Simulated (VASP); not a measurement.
# TaC (Fm-3m) in VASP: density of states with PBE

Aim: the density of states of TaC with PBE.

Program: VASP 6.6.1. These are calculated values, not measurements. Logs are shortened: lines on timing, memory, paths and dates and some standing lists are left out, and cuts for length are marked.

### 1 Starting point

Symmetry: Fm-3m, No. 225, cubic system. Conventional cell: a = 4.478 Å, b = 4.478 Å, c = 4.478 Å, α = 90.00°, β = 90.00°, γ = 90.00°. Ta (site symmetry m-3m) is surrounded by 6 C at 2.24 Å. C (site symmetry m-3m) is surrounded by 6 Ta at 2.24 Å.

### 2 Density of states, PBE

POSCAR

```
TaC                                     
1.0
    0.0000000000      2.2391768575      2.2391768575
    2.2391768575      0.0000000000      2.2391768575
    2.2391768575      2.2391768575      0.0000000000
  Ta              C             
     1     1
Direct
     0.0000000000000000    0.0000000000000000    0.0000000000000000
     0.5000000000000000    0.5000000000000000    0.5000000000000000
```

INCAR.step1

```
SYSTEM = TaC
PREC = Accurate
ENCUT = 520
EDIFF = 1E-7
ISMEAR = 0
SIGMA = 0.1
LREAL = .False.
LASPH = .True.
NELM = 60
ALGO = Normal
ISIF = 2
LWAVE = .False.
LCHARG = .True.
LMAXMIX = 4
GGA = PE
NBANDS = 14
```

KPOINTS.step1

```
Automatic mesh
0
Gamma
  16 16 16
  0 0 0
```

INCAR.step2

```
SYSTEM = TaC
PREC = Accurate
ENCUT = 520
EDIFF = 1E-7
ISMEAR = -5
SIGMA = 0.1
LREAL = .False.
LASPH = .True.
NELM = 60
ALGO = Normal
ISIF = 2
LWAVE = .False.
LCHARG = .False.
LMAXMIX = 4
GGA = PE
LORBIT = 10
NBANDS = 14
NEDOS = 1001
ICHARG = 11
```

KPOINTS.step2

```
Automatic mesh
0
Gamma
  24 24 24
  0 0 0
```

Potentials or basis: VASP PAW PBE potentials, release 64 (Ta_pv, C).

Run with:

```bash
> cat potpaw_PBE.64/Ta_pv/POTCAR potpaw_PBE.64/C/POTCAR > POTCAR
> cp INCAR.step1 INCAR
> cp KPOINTS.step1 KPOINTS
> mpirun -np 1 vasp_std > vasp.out
> cp INCAR.step2 INCAR
> cp KPOINTS.step2 KPOINTS
> mpirun -np 1 vasp_std > vasp.out
```

OUTCAR:

```text
SYSTEM = TaC
   PREC = Accurate
   ENCUT = 520
   EDIFF = 1E-7
   ISMEAR = -5
   LREAL = .False.
   LASPH = .True.
   NELM = 60
   ISIF = 2
   GGA = PE
   LORBIT = 10
   ICHARG = 11

 ion  position               nearest neighbor table
   1  0.000  0.000  0.000-   2 2.24   2 2.24   2 2.24   2 2.24   2 2.24   2 2.24
   2  0.500  0.500  0.500-   1 2.24   1 2.24   1 2.24   1 2.24   1 2.24   1 2.24

  LATTYP: Found a face centered cubic cell.
 ALAT       =     4.4783537150

  Lattice vectors:

 A1 = (   0.0000000000,   2.2391768575,   2.2391768575)
 A2 = (   2.2391768575,   0.0000000000,   2.2391768575)
 A3 = (   2.2391768575,   2.2391768575,   0.0000000000)

Analysis of symmetry for initial positions (statically):
=====================================================================
 Subroutine PRICEL returns:
 Original cell was already a primitive cell.

 Routine SETGRP: Setting up the symmetry group for a
 face centered cubic supercell.

 Subroutine GETGRP returns: Found 48 space group operations
 (whereof 48 operations were pure point group operations)
 out of a pool of 48 trial point group operations.

The static configuration has the point symmetry O_h .

Analysis of symmetry for dynamics (positions and initial velocities):
=====================================================================
 Subroutine PRICEL returns:
 Original cell was already a primitive cell.

 Routine SETGRP: Setting up the symmetry group for a
 face centered cubic supercell.

 Subroutine GETGRP returns: Found 48 space group operations
 (whereof 48 operations were pure point group operations)
 out of a pool of 48 trial point group operations.

The dynamic configuration has the point symmetry O_h .

 Subroutine INISYM returns: Found 48 space group operations
 (whereof 48 operations are pure point group operations),
 and found     1 'primitive' translations

----------------------------------------------------------------------------------------

                                     Primitive cell

  volume of cell :      22.4541

  direct lattice vectors                    reciprocal lattice vectors
     0.000000000  2.239176857  2.239176857    -0.223296341  0.223296341  0.223296341
     2.239176857  0.000000000  2.239176857     0.223296341 -0.223296341  0.223296341
     2.239176857  2.239176857  0.000000000     0.223296341  0.223296341 -0.223296341

  length of vectors
     3.166674280  3.166674280  3.166674280     0.386760608  0.386760608  0.386760608

  position of ions in fractional coordinates (direct lattice)
     0.000000000  0.000000000  0.000000000
     0.500000000  0.500000000  0.500000000

  ion indices of the primitive-cell ions
   primitive index   ion index
                 1           1
                 2           2

----------------------------------------------------------------------------------------

 KPOINTS: Automatic mesh

Automatic generation of k-mesh.
 Grid dimensions read from file:
 generate k-points for:   24   24   24

 Generating k-lattice:

  Cartesian coordinates                     Fractional coordinates (reciprocal lattice)
    -0.009304014  0.009304014  0.009304014     0.041666667  0.000000000  0.000000000
     0.009304014 -0.009304014  0.009304014     0.000000000  0.041666667  0.000000000
     0.009304014  0.009304014 -0.009304014     0.000000000  0.000000000  0.041666667

  Length of vectors
     0.016115025  0.016115025  0.016115025

  Shift w.r.t. Gamma in fractional coordinates (k-lattice)
     0.000000000  0.000000000  0.000000000

 TETIRR: Found   1864 inequivalent tetrahedra from    82944

 Subroutine IBZKPT returns following result:
 ===========================================

 Found    413 irreducible k-points:

 Following reciprocal coordinates:
            Coordinates               Weight
  0.000000  0.000000  0.000000      1.000000
  0.041667  0.000000  0.000000      8.000000
  0.083333  0.000000  0.000000      8.000000
  0.125000  0.000000  0.000000      8.000000
  0.166667  0.000000  0.000000      8.000000
  0.208333  0.000000  0.000000      8.000000
[... 16 lines left out ...]
  0.416667  0.041667  0.000000     24.000000
  0.458333  0.041667  0.000000     24.000000
 [... further k-points ...]
   k-points           NKPTS =    413   k-points in BZ     NKDIM =    413   number of bands    NBANDS=     14
   number of dos      NEDOS =   1001   number of ions     NIONS =      2
   total plane-waves  NPLWV =  13824
   dimension x,y,z NGX =    24 NGY =   24 NGZ =   24
   dimension x,y,z NGXF=    48 NGYF=   48 NGZF=   48
   ions per type =               1   1
   NGX,Y,Z   is equivalent  to a cutoff of  12.60, 12.60, 12.60 a.u.
   NGXF,Y,Z  is equivalent  to a cutoff of  25.20, 25.20, 25.20 a.u.
 SYSTEM =  TaC
   PREC   = accura    normal or accurate (medium, high low for compatibility)
   ISTART =      0    job   : 0-new  1-cont  2-samecut
   ICHARG =     11    charge: 1-file 2-atom 10-const
   ISPIN  =      1    spin polarized calculation?
   LNONCOLLINEAR =      F non collinear calculations
   LSORBIT =      F    spin-orbit coupling
   LASPH  =      T    aspherical Exc in radial PAW
   ENCUT  =  520.0 eV  38.22 Ry    6.18 a.u.   5.89  5.89  5.89*2*pi/ulx,y,z
   NELM   =     60;   NELMIN=  2; NELMDL=  0     # of ELM steps
   EDIFF  = 0.1E-06   stopping-criterion for ELM
   LREAL  =      F    real-space projection
   EDIFFG = 0.1E-05   stopping-criterion for IOM
   NSW    =      0    number of steps for IOM
   IBRION =     -1    ionic relax: 0-MD 1-quasi-New 2-CG
   NFREE  =      0    steps in history (QN), initial steepest desc. (CG)
   ISIF   =      2    stress and relaxation
   ISYM   =      2    0-nonsym 1-usesym 2-fastsym
   POTIM  = 0.5000    time-step for ionic-motion
   TEBEG  =    0.0;   TEEND  =   0.0 temperature during run
   PSTRESS=    0.0 pullay stress
   NELECT =      15.0000    total number of electrons
   NUPDOWN=      -1.0000    fix difference up-down
   EMIN   =  10.00;   EMAX   =-10.00  energy-range for DOS
   EFERMI =   0.00;   METHOD = LEGACY
   ISMEAR =    -5;   SIGMA  =   0.10  broadening in eV -4-tet -1-fermi 0-gaus
   EFERMI_NEDOS =   21; number of points for ismear=-14 and -15
   IALGO  =     38    algorithm
   IMIX   =      4    mixing-type and parameters
     AMIX     =   0.40;   BMIX     =  1.00
     AMIX_MAG =   1.60;   BMIX_MAG =  1.00
  volume/ion in A,a.u.               =      11.23        75.76
  Fermi-wavevector in a.u.,A,eV,Ry     =   1.431112  2.704409 27.865828  2.048081
  Thomas-Fermi vector in A             =   2.550884
   LORBIT       =     10    0 simple, 1 ext, 2 COOP (PROOUT), +10 PAW based schemes
   GGA     = PE    functional components
   LHFCALC =     F    Hartree Fock is set to
   AEXX    =    0.0000 exact exchange contribution
   IVDW    =     0    specifies the selected vdW correction
   LEPSILON=     F    determine dielectric tensor
   LRPA    =     F    only Hartree local field effects (RPA)
 non-spin polarized calculation
 Fermi weights with tetrahedron method with Bloechl corrections
  energy-cutoff  :      520.00
  volume of cell :       22.45
 maximum number of plane-waves:       620

 number of electron      14.9999998 magnetization

 Free energy of the ion-electron system (eV)
  ---------------------------------------------------
  ext. energy  EPLUGINS =         0.00000000
  ---------------------------------------------------
  free energy    TOTEN  =       -22.20226542 eV

  energy without entropy =      -22.20226542  energy(sigma->0) =      -22.20226542

 E-fermi :   8.2560     XC(G=0): -13.1213

 val. band max:        8.2322435178   @ k =   0.2083   0.0000   0.0000
 cond. band min:       8.2314177641   @ k =  -0.0417   0.0417   0.0000
 fundamental gap:     -0.0008257537
 Fermi energy:         8.2560327662

 k-point     1 :       0.0000    0.0000    0.0000
  band No.  band energies     occupation
      1     -26.8793      2.00000
      2     -26.8793      2.00000
      3     -26.8793      2.00000
      4      -6.4703      2.00000
      5       6.9327      2.00000
      6       6.9327      2.00000
      7       6.9327      2.00000
      8       7.7691      2.00000
      9       7.7691      2.00000
     10       7.7691      2.00000
     11       8.8743      0.00000
     12       8.8743      0.00000
     13      14.6315      0.00000
     14      18.2718      0.00000

 k-point     2 :       0.0417    0.0000    0.0000
  band No.  band energies     occupation
      1     -26.8915      2.00000
      2     -26.8805      2.00000
      3     -26.8805      2.00000
      4      -6.4221      2.00000
      5       6.6211      2.00000
      6       6.8467      2.00000
      7       6.8467      2.00000
      8       7.5075      2.00000
      9       7.5075      2.00000
     10       7.9729      2.35632
     11       9.3179      0.00000
     12       9.3179      0.00000
     13      14.7312      0.00000
     14      18.3953      0.00000
[... 343 lines left out ...]
      1     -27.4899      2.00000
      2     -26.9517      2.00000
      3     -26.9470      2.00000
      4      -2.9763      2.00000
      5       0.5451      2.00000
      6       3.0135      2.00000
      7       3.1354      2.00000
      8       9.9814      0.00000
      9      10.5978      0.00000
     10      11.0027      0.00000
     11      15.0346      0.00000
     12      16.6271      0.00000
     13      17.4558      0.00000
     14      21.1442      0.00000

 k-point    24 :       0.4583    0.0417    0.0000
  band No.  band energies     occupation
      1     -27.5278      2.00000
      2     -26.9539      2.00000
      3     -26.9535      2.00000
      4      -2.4982      2.00000
      5       0.0137      2.00000
      6       2.8990      2.00000
      7       2.9708      2.00000
      8      10.4248      0.00000
      9      10.8485      0.00000
     10      11.4750      0.00000
     11      14.2909      0.00000
     12      17.3014      0.00000
     13      17.8881      0.00000
     14      20.9668      0.00000

 [... further k-points ...]

------------------------ aborting loop because EDIFF is reached ----------------------------------------

  FORCE on cell =-STRESS in cart. coord.  units (eV):
  Direction    XX          YY          ZZ          XY          YZ          ZX
  --------------------------------------------------------------------------------------
  -------------------------------------------------------------------------------------
  Total        0.0161723      0.0161723      0.0161723      0.0000000      0.0000000     -0.0000000
  in kB        1.1539514      1.1539514      1.1539514      0.0000000      0.0000000     -0.0000000
  external PRESSURE =       1.1539514 kB  Pullay stress =       0.0000000 kB

 VOLUME and BASIS-vectors are now :
 -----------------------------------------------------------------------------
  energy-cutoff  :      520.00
  volume of cell :       22.45
      direct lattice vectors                 reciprocal lattice vectors
     0.000000000  2.239176857  2.239176857    -0.223296341  0.223296341  0.223296341
     2.239176857  0.000000000  2.239176857     0.223296341 -0.223296341  0.223296341
     2.239176857  2.239176857  0.000000000     0.223296341  0.223296341 -0.223296341

 POSITION                                       TOTAL-FORCE (eV/Angst)
 -----------------------------------------------------------------------------------
      0.00000      0.00000      0.00000        -0.000000      0.000000     -0.000000
      2.23918      2.23918      2.23918         0.000000     -0.000000      0.000000
 -----------------------------------------------------------------------------------
    total drift:                                0.000000     -0.000000     -0.000000

  FREE ENERGIE OF THE ION-ELECTRON SYSTEM (eV)
  ---------------------------------------------------
  free  energy   TOTEN  =       -22.2022654193 eV

  energy  without entropy=      -22.2022654193  energy(sigma->0) =      -22.20226542

 total charge

# of ion       s       p       d       tot
------------------------------------------
    1        0.298   6.264   2.367   8.929
    2        0.863   1.574   0.000   2.437
--------------------------------------------------
tot          1.161   7.838   2.367  11.365
```

It took 32 s on 1 thread of Intel Xeon 6975P-C (Granite Rapids), shared host; peak memory 0.24 GiB.

What came out:

* Valence electrons inside the program's atomic spheres: Ta 8.93; C 2.44

States per cell in windows of 1 eV (zero at the Fermi level; states under -8 eV left out):
```csv
from (eV),total,Ta1_d,C2_p,Ta1_p,Ta1_s,C2_s,C2_d
-8.0,0.45,0.09,0.08,0.01,0.06,0.01,0.00
-7.0,0.82,0.17,0.17,0.03,0.07,0.02,0.00
-6.0,0.94,0.27,0.22,0.04,0.02,0.01,0.00
-5.0,2.76,0.88,0.63,0.16,0.01,0.01,0.00
-4.0,0.72,0.24,0.19,0.02,0.00,0.00,0.00
-3.0,0.32,0.09,0.09,0.02,0.00,0.00,0.00
-2.0,0.43,0.15,0.10,0.02,0.00,0.00,0.00
-1.0,0.59,0.29,0.08,0.01,0.01,0.00,0.00
0.0,0.71,0.40,0.08,0.01,0.01,0.01,0.00
1.0,1.03,0.64,0.10,0.01,0.01,0.01,0.00
2.0,1.58,1.13,0.13,0.01,0.02,0.01,0.00
3.0,2.00,1.43,0.20,0.01,0.05,0.01,0.00
4.0,0.77,0.49,0.08,0.01,0.03,0.02,0.00
5.0,0.63,0.32,0.08,0.02,0.04,0.03,0.00
6.0,0.93,0.44,0.09,0.04,0.05,0.09,0.00
7.0,1.08,0.45,0.11,0.06,0.04,0.12,0.00
```

Caveat: tetrahedron occupations give inexact forces and stress in metals.
